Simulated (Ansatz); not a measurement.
**MoP: pressure against volume**

MoP, P-6m2, a = 3.235 Å, c = 3.182 Å. The structure is a COD entry; whether it is the stable form wasn't checked. Ansatz: r2SCAN, PAW, 500 eV, Γ-centred 18×18×14 mesh on 2 atoms, Gaussian smearing 0.10 eV; no spin polarisation. Shape and atoms are relaxed at each volume; pressure is positive in compression.

| V (Å³/atom) | P (GPa) |
| --- | --- |
| 13.552 | 15.94 |
| 13.985 | ? |
| 14.417 | 0.01 |
| 14.850 | -6.24 |
| 15.282 | -11.55 |

Task: Take V0 = 14.417 Å³/atom, count pressures from its P0 = 0.01 GPa, fit the third-order Birch–Murnaghan form to the other rows, and predict the missing pressure.

Result: With the Eulerian strain f = ½[(V0/V)^(2/3) − 1] and y = (P − P0)/[3f(1 + 2f)^(5/2)], the form is the line y = B0 + 1.5 B0 (B0′ − 4) f. Rows (f, y): 0.02106, 227.4; -0.00977, 224.0; -0.01905, 222.9. Means f = -0.002587, y = 224.77; Σ(Δf)² = 0.0008818, ΣΔfΔy = 0.09851; the slope is their ratio. y = 225.1 + 111.7 f GPa, so B0 = 225.1 GPa and B0′ = 4 + 2 × (111.7)/(3 × 225.1) = 4.33. At V = 13.985, f = 0.01024, y = 226.24 and P = 7.32 GPa. The run gave 7.34 GPa, so the fit is 0.02 GPa too low, a small miss on the scale of the series.

Cost: 5 runs of about 8 core-minutes in all, on Intel Xeon Platinum 8259CL (Skylake/Cascade Lake) (shared hosts).